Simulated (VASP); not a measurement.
# C (Fd-3m) in VASP: settings compared

One crystal, C, is run at these levels: LDA, PBEsol, RPBE; tasks: band structure.

Program: VASP 6.6.1. These are calculated values, not measurements. Logs are shortened: lines on timing, memory, paths and dates and some standing lists are left out, and cuts for length are marked.

## 1. The structure

It takes space group Fd-3m (No. 227, cubic). The conventional cell has a = 3.567 Å, b = 3.567 Å, c = 3.567 Å, α = 90.00°, β = 90.00°, γ = 90.00°. Around C (site symmetry -43m) lie 4 C at 1.54 Å.

This isn't the form of C at room conditions, which is graphite.

## 2. Band structure, LDA

File POSCAR:

```
C
1.0
    0.0000000000      1.7833700000      1.7833700000
    1.7833700000      0.0000000000      1.7833700000
    1.7833700000      1.7833700000      0.0000000000
C
2
Direct
    0.7500000000      0.7500000000      0.7500000000
    0.5000000000      0.5000000000      0.5000000000
```

File INCAR.step1:

```
SYSTEM = C
  PREC = Accurate
  ENCUT = 520
  EDIFF = 1E-6
  ISMEAR = -1
  SIGMA = 0.05
  LREAL = .False.
  LASPH = .True.
  NELM = 80
  ALGO = Normal
  ISIF = 2
  LWAVE = .False.
  LCHARG = .True.
  NBANDS = 11
```

File KPOINTS.step1:

```
regular mesh
0
Gamma
  13 13 13
  0 0 0
```

File INCAR.step2:

```
SYSTEM = C
  PREC = Accurate
  ENCUT = 520
  EDIFF = 1E-6
  ISMEAR = 0
  SIGMA = 0.05
  LREAL = .False.
  LASPH = .True.
  NELM = 80
  ALGO = Normal
  ISIF = 2
  LWAVE = .False.
  LCHARG = .False.
  NBANDS = 11
  ICHARG = 11
```

File KPOINTS.step2:

```
path GXWKGLUWLK,UX
10
line-mode
reciprocal
 0.0000000000  0.0000000000  0.0000000000  G
 0.5000000000  0.0000000000  0.5000000000  X

 0.5000000000  0.0000000000  0.5000000000  X
 0.5000000000  0.2500000000  0.7500000000  W

 0.5000000000  0.2500000000  0.7500000000  W
 0.3750000000  0.3750000000  0.7500000000  K

 0.3750000000  0.3750000000  0.7500000000  K
 0.0000000000  0.0000000000  0.0000000000  G

 0.0000000000  0.0000000000  0.0000000000  G
 0.5000000000  0.5000000000  0.5000000000  L

 0.5000000000  0.5000000000  0.5000000000  L
 0.6250000000  0.2500000000  0.6250000000  U

 0.6250000000  0.2500000000  0.6250000000  U
 0.5000000000  0.2500000000  0.7500000000  W

 0.5000000000  0.2500000000  0.7500000000  W
 0.5000000000  0.5000000000  0.5000000000  L

 0.5000000000  0.5000000000  0.5000000000  L
 0.3750000000  0.3750000000  0.7500000000  K

 0.6250000000  0.2500000000  0.6250000000  U
 0.5000000000  0.0000000000  0.5000000000  X
```

Potentials or basis: VASP PAW LDA potentials, release 64 (C).

Command:

```console
$ cat potpaw_LDA.64/C/POTCAR > POTCAR
$ cp INCAR.step1 INCAR
$ cp KPOINTS.step1 KPOINTS
$ mpirun -np 1 vasp_std > vasp.out
$ cp INCAR.step2 INCAR
$ cp KPOINTS.step2 KPOINTS
$ mpirun -np 1 vasp_std > vasp.out
```

OUTCAR:

```text
SYSTEM = C
   PREC = Accurate
   ENCUT = 520
   EDIFF = 1E-6
   ISMEAR = 0
   LREAL = .False.
   LASPH = .True.
   NELM = 80
   ISIF = 2
   ICHARG = 11

 ion  position               nearest neighbor table
   1  0.750  0.750  0.750-   2 1.54   2 1.54   2 1.54   2 1.54
   2  0.500  0.500  0.500-   1 1.54   1 1.54   1 1.54   1 1.54

  LATTYP: Found a face centered cubic cell.
 ALAT       =     3.5667400000

  Lattice vectors:

 A1 = (   0.0000000000,   1.7833700000,   1.7833700000)
 A2 = (   1.7833700000,   0.0000000000,   1.7833700000)
 A3 = (   1.7833700000,   1.7833700000,   0.0000000000)

Analysis of symmetry for initial positions (statically):
=====================================================================
 Subroutine PRICEL returns:
 Original cell was already a primitive cell.

 Routine SETGRP: Setting up the symmetry group for a
 face centered cubic supercell.

 Subroutine GETGRP returns: Found 48 space group operations
 (whereof 24 operations were pure point group operations)
 out of a pool of 48 trial point group operations.

The static configuration has the point symmetry T_d .
 The point group associated with its full space group is O_h .

Analysis of symmetry for dynamics (positions and initial velocities):
=====================================================================
 Subroutine PRICEL returns:
 Original cell was already a primitive cell.

 Routine SETGRP: Setting up the symmetry group for a
 face centered cubic supercell.

 Subroutine GETGRP returns: Found 48 space group operations
 (whereof 24 operations were pure point group operations)
 out of a pool of 48 trial point group operations.

The dynamic configuration has the point symmetry T_d .
 The point group associated with its full space group is O_h .

 Subroutine INISYM returns: Found 48 space group operations
 (whereof 24 operations are pure point group operations),
 and found     1 'primitive' translations

----------------------------------------------------------------------------------------

                                     Primitive cell

  volume of cell :      11.3437

  direct lattice vectors                    reciprocal lattice vectors
     0.000000000  1.783370000  1.783370000    -0.280368067  0.280368067  0.280368067
     1.783370000  0.000000000  1.783370000     0.280368067 -0.280368067  0.280368067
     1.783370000  1.783370000  0.000000000     0.280368067  0.280368067 -0.280368067

  length of vectors
     2.522066041  2.522066041  2.522066041     0.485611737  0.485611737  0.485611737

  position of ions in fractional coordinates (direct lattice)
     0.750000000  0.750000000  0.750000000
     0.500000000  0.500000000  0.500000000

  ion indices of the primitive-cell ions
   primitive index   ion index
                 1           1
                 2           2

----------------------------------------------------------------------------------------

 KPOINTS: path GXWKGLUWLK,UX

Interpolating k-points between supplied coordinates.

 Line segments in fractional coordinates (reciprocal lattice):
    0.000000  0.000000  0.000000  ...  0.500000  0.000000  0.500000
    0.500000  0.000000  0.500000  ...  0.500000  0.250000  0.750000
    0.500000  0.250000  0.750000  ...  0.375000  0.375000  0.750000
    0.375000  0.375000  0.750000  ...  0.000000  0.000000  0.000000
    0.000000  0.000000  0.000000  ...  0.500000  0.500000  0.500000
    0.500000  0.500000  0.500000  ...  0.625000  0.250000  0.625000
    0.625000  0.250000  0.625000  ...  0.500000  0.250000  0.750000
    0.500000  0.250000  0.750000  ...  0.500000  0.500000  0.500000
    0.500000  0.500000  0.500000  ...  0.375000  0.375000  0.750000
    0.625000  0.250000  0.625000  ...  0.500000  0.000000  0.500000

 Generated    10 points on each line segment, for a total of    100 k-points:

 Following reciprocal coordinates:
            Coordinates               Weight
  0.000000  0.000000  0.000000      0.010000
  0.055556  0.000000  0.055556      0.010000
  0.111111  0.000000  0.111111      0.010000
  0.166667  0.000000  0.166667      0.010000
  0.222222  0.000000  0.222222      0.010000
  0.277778  0.000000  0.277778      0.010000
[... 42 lines left out ...]
  0.444444  0.444444  0.444444      0.010000
  0.500000  0.500000  0.500000      0.010000
 [... further k-points ...]
   k-points           NKPTS =    100   k-points in BZ     NKDIM =    100   number of bands    NBANDS=     11
   number of dos      NEDOS =    301   number of ions     NIONS =      2
   total plane-waves  NPLWV =   8000
   dimension x,y,z NGX =    20 NGY =   20 NGZ =   20
   dimension x,y,z NGXF=    40 NGYF=   40 NGZF=   40
   ions per type =               2
   NGX,Y,Z   is equivalent  to a cutoff of  13.18, 13.18, 13.18 a.u.
   NGXF,Y,Z  is equivalent  to a cutoff of  26.37, 26.37, 26.37 a.u.
 SYSTEM =  C
   PREC   = accura    normal or accurate (medium, high low for compatibility)
   ISTART =      0    job   : 0-new  1-cont  2-samecut
   ICHARG =     11    charge: 1-file 2-atom 10-const
   ISPIN  =      1    spin polarized calculation?
   LNONCOLLINEAR =      F non collinear calculations
   LSORBIT =      F    spin-orbit coupling
   LASPH  =      T    aspherical Exc in radial PAW
   ENCUT  =  520.0 eV  38.22 Ry    6.18 a.u.   4.69  4.69  4.69*2*pi/ulx,y,z
   NELM   =     80;   NELMIN=  2; NELMDL=  0     # of ELM steps
   EDIFF  = 0.1E-05   stopping-criterion for ELM
   LREAL  =      F    real-space projection
   EDIFFG = 0.1E-04   stopping-criterion for IOM
   NSW    =      0    number of steps for IOM
   IBRION =     -1    ionic relax: 0-MD 1-quasi-New 2-CG
   NFREE  =      0    steps in history (QN), initial steepest desc. (CG)
   ISIF   =      2    stress and relaxation
   ISYM   =      2    0-nonsym 1-usesym 2-fastsym
   POTIM  = 0.5000    time-step for ionic-motion
   TEBEG  =    0.0;   TEEND  =   0.0 temperature during run
   PSTRESS=    0.0 pullay stress
   NELECT =       8.0000    total number of electrons
   NUPDOWN=      -1.0000    fix difference up-down
   EMIN   =  10.00;   EMAX   =-10.00  energy-range for DOS
   EFERMI =   0.00;   METHOD = LEGACY
   ISMEAR =     0;   SIGMA  =   0.05  broadening in eV -4-tet -1-fermi 0-gaus
   EFERMI_NEDOS =   21; number of points for ismear=-14 and -15
   IALGO  =     38    algorithm
   IMIX   =      4    mixing-type and parameters
     AMIX     =   0.40;   BMIX     =  1.00
     AMIX_MAG =   1.60;   BMIX_MAG =  1.00
  volume/ion in A,a.u.               =       5.67        38.28
  Fermi-wavevector in a.u.,A,eV,Ry     =   1.457203  2.753714 28.891161  2.123440
  Thomas-Fermi vector in A             =   2.574032
   LORBIT       =      0    0 simple, 1 ext, 2 COOP (PROOUT), +10 PAW based schemes
   GGA     = CA    functional components
   LHFCALC =     F    Hartree Fock is set to
   AEXX    =    0.0000 exact exchange contribution
   IVDW    =     0    specifies the selected vdW correction
   LEPSILON=     F    determine dielectric tensor
   LRPA    =     F    only Hartree local field effects (RPA)
 non-spin polarized calculation
 Gauss-broadening in eV      SIGMA  =   0.05
  energy-cutoff  :      520.00
  volume of cell :       11.34
 maximum number of plane-waves:       322
 NGX is ok and might be reduce to    20

 number of electron       7.9999999 magnetization

 Free energy of the ion-electron system (eV)
  ---------------------------------------------------
  ext. energy  EPLUGINS =         0.00000000
  ---------------------------------------------------
  free energy    TOTEN  =       -20.80269933 eV

  energy without entropy =      -20.80269933  energy(sigma->0) =      -20.80269933

 E-fermi :  10.0387     XC(G=0): -13.4996

 val. band max:        9.7238168792   @ k =   0.0000   0.0000   0.0000
 cond. band min:      13.8372463484   @ k =   0.3889   0.0000   0.3889
 fundamental gap:      4.1134294692
 Fermi energy:        10.0387059678

 k-point     1 :       0.0000    0.0000    0.0000
  band No.  band energies     occupation
      1     -11.5949      2.00000
      2       9.7238      2.00000
      3       9.7238      2.00000
      4       9.7238      2.00000
      5      15.2662      0.00000
      6      15.2662      0.00000
      7      15.2662      0.00000
      8      23.2804      0.00000
      9      28.7274      0.00000
     10      36.3539      0.00000
     11      36.3694      0.00000

 k-point     2 :       0.0556    0.0000    0.0556
  band No.  band energies     occupation
      1     -11.4809      2.00000
      2       9.2761      2.00000
      3       9.2761      2.00000
      4       9.4556      2.00000
      5      15.1780      0.00000
      6      15.8096      0.00000
      7      15.8096      0.00000
      8      23.3394      0.00000
      9      28.9218      0.00000
     10      33.4654      0.00000
     11      36.5113      0.00000

 k-point     3 :       0.1111    0.0000    0.1111
  band No.  band energies     occupation
      1     -11.1398      2.00000
      2       8.2795      2.00000
      3       8.2795      2.00000
      4       8.6988      2.00000
      5      14.9396      0.00000
      6      17.0898      0.00000
      7      17.0898      0.00000
      8      23.2700      0.00000
      9      29.4638      0.00000
     10      30.8560      0.00000
     11      36.9316      0.00000

 k-point     4 :       0.1667    0.0000    0.1667
  band No.  band energies     occupation
      1     -10.5736      2.00000
      2       7.1546      2.00000
      3       7.1546      2.00000
      4       7.5556      2.00000
      5      14.6168      0.00000
      6      18.6755      0.00000
      7      18.6755      0.00000
      8      22.4584      0.00000
      9      29.5454      0.00000
     10      30.2441      0.00000
     11      37.6541      0.00000

 k-point     5 :       0.2222    0.0000    0.2222
  band No.  band energies     occupation
      1      -9.7863      2.00000
      2       6.0899      2.00000
      3       6.0899      2.00000
      4       6.1237      2.00000
      5      14.2848      0.00000
      6      20.3628      0.00000
      7      20.3628      0.00000
      8      20.8278      0.00000
      9      29.5535      0.00000
     10      31.1135      0.00000
     11      38.6651      0.00000
[... 435 lines left out ...]
 k-point    37 :       0.1250    0.1250    0.2500
  band No.  band energies     occupation
      1     -10.4474      2.00000
      2       5.7953      2.00000
      3       6.4776      2.00000
      4       8.9717      2.00000
      5      16.4178      0.00000
      6      17.7280      0.00000
      7      17.8704      0.00000
      8      23.5653      0.00000
      9      30.0918      0.00000
     10      30.4395      0.00000
     11      32.7496      0.00000

 k-point    38 :       0.0833    0.0833    0.1667
  band No.  band energies     occupation
      1     -11.0832      2.00000
      2       7.5138      2.00000
      3       7.9832      2.00000
      4       9.4007      2.00000
      5      15.7818      0.00000
      6      16.5830      0.00000
      7      16.9365      0.00000
      8      23.5268      0.00000
      9      29.4799      0.00000
     10      31.8593      0.00000
     11      33.4351      0.00000

 k-point    39 :       0.0417    0.0417    0.0833
  band No.  band energies     occupation
      1     -11.4667      2.00000
      2       9.0264      2.00000
      3       9.2084      2.00000
      4       9.6453      2.00000
      5      15.3957      0.00000
      6      15.6627      0.00000
      7      15.8386      0.00000
      8      23.3627      0.00000
      9      28.9412      0.00000
     10      33.9516      0.00000
     11      34.9029      0.00000

 k-point    40 :       0.0000    0.0000    0.0000
  band No.  band energies     occupation
      1     -11.5949      2.00000
      2       9.7238      2.00000
      3       9.7238      2.00000
      4       9.7238      2.00000
      5      15.2662      0.00000
      6      15.2662      0.00000
      7      15.2662      0.00000
      8      23.2804      0.00000
      9      28.7274      0.00000
     10      36.3540      0.00000
     11      36.3541      0.00000

 [... further k-points ...]

------------------------ aborting loop because EDIFF is reached ----------------------------------------

  FORCE on cell =-STRESS in cart. coord.  units (eV):
  Direction    XX          YY          ZZ          XY          YZ          ZX
  --------------------------------------------------------------------------------------
  -------------------------------------------------------------------------------------
  Total       -1.3311657     -1.3311657     -1.3311657      0.0000000      0.0000000      0.0000000
  in kB     -188.0131917   -188.0131917   -188.0131917      0.0000000      0.0000000      0.0000000
  external PRESSURE =    -188.0131917 kB  Pullay stress =       0.0000000 kB

 VOLUME and BASIS-vectors are now :
 -----------------------------------------------------------------------------
  energy-cutoff  :      520.00
  volume of cell :       11.34
      direct lattice vectors                 reciprocal lattice vectors
     0.000000000  1.783370000  1.783370000    -0.280368067  0.280368067  0.280368067
     1.783370000  0.000000000  1.783370000     0.280368067 -0.280368067  0.280368067
     1.783370000  1.783370000  0.000000000     0.280368067  0.280368067 -0.280368067

 POSITION                                       TOTAL-FORCE (eV/Angst)
 -----------------------------------------------------------------------------------
      2.67505      2.67505      2.67505         0.000000      0.000000      0.000000
      1.78337      1.78337      1.78337        -0.000000     -0.000000     -0.000000
 -----------------------------------------------------------------------------------
    total drift:                                0.000000     -0.000000      0.000000

  FREE ENERGIE OF THE ION-ELECTRON SYSTEM (eV)
  ---------------------------------------------------
  free  energy   TOTEN  =       -20.8026993339 eV

  energy  without entropy=      -20.8026993339  energy(sigma->0) =      -20.80269933
```

Wall time 17 s (1 thread of Intel Xeon Platinum 8375C at 2.90GHz (Ice Lake), shared host); peak memory 0.11 GiB.

Results:

```yaml
Band_gap_on_the_k_mesh: 4.11 eV, indirect (least direct gap 5.54 eV)
Band_gap_along_the_path: 4.11 eV, indirect (least direct gap 5.54 eV)
```

Levels at the corners of the path, in eV from the valence-band top:
```
point  band 1  band 2  band 3  band 4  band 5  band 6  band 7  band 8
    Γ  -21.32    0.00    0.00    0.00    5.54    5.54    5.54   13.56
    X  -12.61  -12.61   -6.29   -6.29    4.71    4.71   16.63   16.63
    X  -12.61  -12.61   -6.29   -6.29    4.71    4.71   16.63   16.63
    W  -11.77  -11.77   -8.36   -8.36   10.44   10.44   12.33   12.33
    W  -11.77  -11.77   -8.36   -8.36   10.44   10.44   12.33   12.33
    K  -12.76  -11.59   -9.36   -5.36    5.61   10.66   14.23   15.53
    K  -12.76  -11.59   -9.36   -5.36    5.61   10.66   14.23   15.53
    Γ  -21.32    0.00    0.00    0.00    5.54    5.54    5.54   13.56
    Γ  -21.32    0.00    0.00    0.00    5.54    5.54    5.54   13.56
    L  -15.48  -13.36   -2.79   -2.79    8.38    8.38    9.01   15.41
    L  -15.48  -13.36   -2.79   -2.79    8.38    8.38    9.01   15.41
    U  -12.76  -11.59   -9.36   -5.36    5.61   10.66   14.23   15.53
    U  -12.76  -11.59   -9.36   -5.36    5.61   10.66   14.23   15.53
    W  -11.77  -11.77   -8.36   -8.36   10.44   10.44   12.33   12.33
    W  -11.77  -11.77   -8.36   -8.36   10.44   10.44   12.33   12.33
    L  -15.48  -13.36   -2.79   -2.79    8.38    8.38    9.01   15.41
    L  -15.48  -13.36   -2.79   -2.79    8.38    8.38    9.01   15.41
    K  -12.76  -11.59   -9.36   -5.36    5.61   10.66   14.23   15.53
    U  -12.76  -11.59   -9.36   -5.36    5.61   10.66   14.23   15.53
    X  -12.61  -12.61   -6.29   -6.29    4.71    4.71   16.63   16.63
```

Caveat: the log is that of the step along the path at fixed density, whose energy, stress, charges and moments have no meaning.

(Continued in part 2 of 2.)
